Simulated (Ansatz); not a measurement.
# Pd under changes of volume

One of the cells (14.750 Å³/atom); the others are scaled copies at fixed shape and fractional positions:

```
Pd
1.0
     0.00000    1.94650    1.94650
     1.94650    0.00000    1.94650
     1.94650    1.94650    0.00000
Pd
1
Cartesian
  0.0000 0.0000 0.0000
```

| Item | Value |
| --- | --- |
| Program | Ansatz 0.2.0 |
| Functional | LDA |
| Potentials or basis | Ansatz PAW |
| Cutoff | 420 eV (not typed: the program's choice for these potentials) |
| k mesh | 12 × 12 × 12 |
| Occupations | fermi-dirac, width 0.05 eV |
| Spin | no spin polarisation |

```csv
volume (Å³/atom),energy over the lowest point (meV/atom),pressure (GPa)
13.865,?,?
14.160,0.00,-0.4
14.455,5.26,-4.9
14.750,18.10,-8.7
15.045,37.52,-12.0
15.340,62.61,-14.9
15.635,92.66,-17.4
```

Problem. What does the run at 13.865 Å³/atom give?

Solution. Energy over the lowest point 3.44 meV/atom; pressure 4.6 GPa.

Worked out: A Birch-Murnaghan fit of order 3 (a polynomial in V^(-2/3)) to the other rows has its minimum at 14.12 Å³/atom, just outside them, with B0 = V·E''(V) = 230 GPa and B' = 5.7. It gives 3.44 meV/atom at 13.865 Å³/atom, against the run's 3.44, and -dE/dV = 4.5 GPa, against 4.6.

Energies are extrapolated to zero smearing.

Caveats: the PAW data sets come from PBE, with cores solved anew for the run's functional, which leaves a small shift of forces and pressure.
